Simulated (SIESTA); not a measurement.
Runs of SIESTA 5.4.2 on Ir. The structure is hexagonal, space group P6_3/mmc (No. 194). The conventional cell has a = 2.751 Å, b = 2.751 Å, c = 4.462 Å, α = 90.00°, β = 90.00°, γ = 120.00°. Ir (site symmetry -6m2) has 12 Ir at 2.74 to 2.75 Å as nearest neighbours. This isn't the form of Ir at room conditions, which is fcc.

```tsv
task	level	potentials or basis	cell	k mesh	optimiser	force tolerance	stress tolerance (GPa)	grid cutoff	gap on the mesh (eV)	pressure (GPa)	V0 of scaled cells (Å³/atom)	B0 (GPa)
equation of state	PBEsol	PseudoDojo 0.4 standard (PBE files), DZP (energy shift 0.003 Ry; two zetas on semicore shells)	as given	11 × 11 × 6	-	-	-	800 Ry	-	-	(a)	377
relaxation of cell and atoms	PBEsol	PseudoDojo 0.4 standard (PBE files), DZP (energy shift 0.003 Ry; two zetas on semicore shells)	relaxed	8 × 8 × 4	Broyden	0.01 eV/Å	0.05	1200 Ry	none	0.0	-	-
equation of state	LDA	PseudoDojo 0.4 standard (LDA files), DZP (energy shift 0.003 Ry; two zetas on semicore shells)	as given	11 × 11 × 6	-	-	-	800 Ry	-	-	14.06	(b)
band structure	LDA	PseudoDojo 0.4 standard (LDA files), DZP (energy shift 0.003 Ry; two zetas on semicore shells)	as given	11 × 11 × 6	-	-	-	800 Ry	none	-14.1	-	-
```

Alike in all rows: no spin polarisation; smearing fermi-dirac 0.05 eV; energy shift 0.003 Ry.

Problem. Fill in the values left out.

Solution. (a) 14.28; (b) 393.

Caveats: short orbitals over semicore shells can move pressures by several GPa; the valence orbitals were made in a potential fitted to the semicore shell under them, which widens gaps by tenths of an eV or more; the basis of atomic orbitals isn't converged, which shifts pressures, moduli and gaps; the potentials were made for another functional, which shifts forces and pressure (some runs); the cell was scaled at fixed shape and fractional positions, which overstates the stiffness of a crystal with free parameters, most of all of layers and chains (some runs).

A k mesh can miss the band edges, and the runs leave out spin-orbit coupling on Ir.

A gap of «none» marks a metal or a gap under the smearing width.

Not every run made on this cell is shown here.
